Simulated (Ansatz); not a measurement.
Clean, relaxed (100) surface of Ba, space group Im-3m (No. 229) (top face towards +c; atoms held fixed, by place in the list: 1):

```xyz
3
Lattice="4.9162 0.0000 0.0000 0.0000 4.9162 0.0000 0.0000 0.0000 21.9162" Properties=species:S:1:pos:R:3 pbc="T T T"
Ba    2.4581    2.4581    8.5000
Ba    0.0000    0.0000   10.9581
Ba    2.4581    2.4581   13.4162
```

Level of theory: DFT PBE+D3(BJ), scalar-relativistic, plane waves, PAW in Ansatz. Cutoff 420 eV; k points 6×6×1 on the computed 3-atom cell (Γ-centred); Gaussian smearing, width 0.10 eV; no spin polarisation. A dipole correction removes the field between periodic images along c.

H (atom) is put at the bridge (Ba-Ba) at (0.00, 0.50) site, one adsorbate per 24.2 Å², and relaxed. E_ads counts from the clean slab and the free adsorbate (spin-polarised where it has unpaired electrons); negative means bound. Heights count from the highest slab atom after relaxation. Bonded neighbours lie within 1.25 times the sum of covalent radii (1.35 for H) and, on that scale, within 12 % of the closest. With the adsorbate the cell is lengthened along c to keep the vacuum.

(1) How strongly does it bind, and where does its anchoring atom end?

(2) How high does its anchoring atom sit over the highest slab atom, and what is the shortest contact with the surface?

(3) The clean face has a work function of 2.34 eV. How does the adsorbate change it?

Each end is the local minimum or symmetric point that its start leads to. Where slab atoms move by over 1 Å the face has restacked or been rebuilt, which that row's energy includes. The slab is only 4.9 Å thick, so the energies aren't converged with thickness.

For at least one of the starts the bottom face's work function also shifts by over 0.1 eV: the slab is too thin to screen the adsorbate, so the work functions aren't converged with thickness.

The adsorbed runs have no spin polarisation, so weakly bound open-shell ends lie too high.

Results:

(1) -2.99 eV; at (0.00, 0.50), 4 bonded neighbours (Ba).

(2) -1.11 Å; H–Ba 2.70 Å.

(3) By 0.00 eV.